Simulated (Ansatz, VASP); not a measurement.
# One calculation of WS2, two programs

Contents of INCAR:

```
SYSTEM = WS2
ALGO     = Normal         ! electronic algorithm
EDIFF    = 1E-6           ! SCF threshold, eV
ENCUT    = 520            ! plane-wave cutoff, eV
GGA      = PE             ! functional
ISIF     = 2              ! what is computed and relaxed
ISMEAR   = -1             ! smearing method
LASPH    = .TRUE.         ! aspherical terms in the spheres
LCHARG   = .FALSE.        ! write CHGCAR
LREAL    = .FALSE.        ! projectors in reciprocal space
LWAVE    = .FALSE.        ! write WAVECAR
NBANDS   = 20             ! bands
NELM     = 100            ! most SCF steps
PREC     = Accurate       ! precision mode
SIGMA    = 0.05           ! smearing width, eV
```

KPOINTS

```
k-points
0
G
  10 10 3
  0 0 0
```

File POSCAR:

```
WS2
1.0
    2.6258356217      0.0000000000      0.0000000000
    0.0000000000      2.6258356217      0.0000000000
    0.0000000000      0.0000000000      9.3556861720
W S
1 2
Direct
    0.5000000000      0.5000000000      0.5000000000
    0.5000000000      0.5000000000      0.7656600000
    0.5000000000      0.5000000000      0.2343400000
```

Contents of input.yaml:

```yaml
crystal:
  lattice:
    - [2.6258356217, 0.0, 0.0]
    - [0.0, 2.6258356217, 0.0]
    - [0.0, 0.0, 9.355686172]
  atoms:
    - { symbol: W, position: [0.5, 0.5, 0.5] }
    - { symbol: S, position: [0.5, 0.5, 0.76566] }
    - { symbol: S, position: [0.5, 0.5, 0.23434] }
kpoints:
  mp_grid: { grid: [10, 10, 3] }
scf:
  occupations: { method: fermi_dirac, width: 0.05 }
hamiltonian:
  xc: pbe
  pseudopotentials: { kind: all_electron, lapw: { basis_error: 0.001 } }
output:
  forces: true
  stress: true
  eigenvalues: true
```

Change from the starting cell: volume scaled by 1.04.

Alike in both runs: task single point; functional PBE; k mesh 10 × 10 × 3; occupations fermi-dirac, width 0.05 eV; no spin polarisation.

|  | VASP | Ansatz |
| --- | --- | --- |
| version | VASP 6.6.1 | Ansatz 0.2.0 |
| potentials or method | VASP PAW PBE potentials, release 64 (W_sv, S) | all-electron LAPW, scalar-relativistic |
| plane-wave cutoff (eV) | 520 | see its input |

```tsv
	VASP	Ansatz	Ansatz less VASP
gap on the k mesh at the Fermi level (eV)	none	none	-
pressure (GPa)	-3.4	-3.4	-0.04
largest component of the traceless stress (GPa)	0.39	0.30	-0.091
rms of the force components (eV/Å)	0.141	0.141	+0.0002
```

Atom by atom the forces differ by 0.000 eV/Å (rms over components). A gap of «none» marks a metal or a gap that the smearing closes. Ansatz ran all-electron here, so the differences hold the error of VASP's frozen core and of both bases.

Caveats: this functional lacks dispersion, which binds the layers, so the pressure and a relaxed spacing across them are unreliable. Spin-orbit coupling is left out, which matters for the levels of W.
